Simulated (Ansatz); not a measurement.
Crystal: AgBr.

```
Ag Br
1.0
     0.00000    2.87015    2.87015
     2.87015    0.00000    2.87015
     2.87015    2.87015    0.00000
Ag Br
1 1
Direct
  0.00000 0.00000 0.00000
  0.50000 0.50000 0.50000
```

Base run:

| Quantity | Value |
| --- | --- |
| Program | Ansatz 0.2.0 |
| Functional | RPBE |
| Potentials or basis | Ansatz PAW |
| Cutoff | 420 eV (not typed: the program's choice for these potentials) |
| k mesh | 8 × 8 × 8 |
| Occupations | fermi-dirac, width 0.05 eV |
| Spin | no spin polarisation |

Its results: band gap on the k mesh 0.84 eV, indirect (least direct gap 2.78 eV); pressure 5.1 GPa.

Q: The run is repeated on the same cell with these changes: functional from RPBE to LDA. What comes out?

A: Band gap on the k mesh 0.38 eV, indirect (least direct gap 2.31 eV); pressure -4.2 GPa.

LDA binds more tightly than RPBE, so the same cell stands under less pressure.

Caveats: the PAW data sets come from PBE, with cores solved anew for the run's functional, which leaves a small shift of forces and pressure.
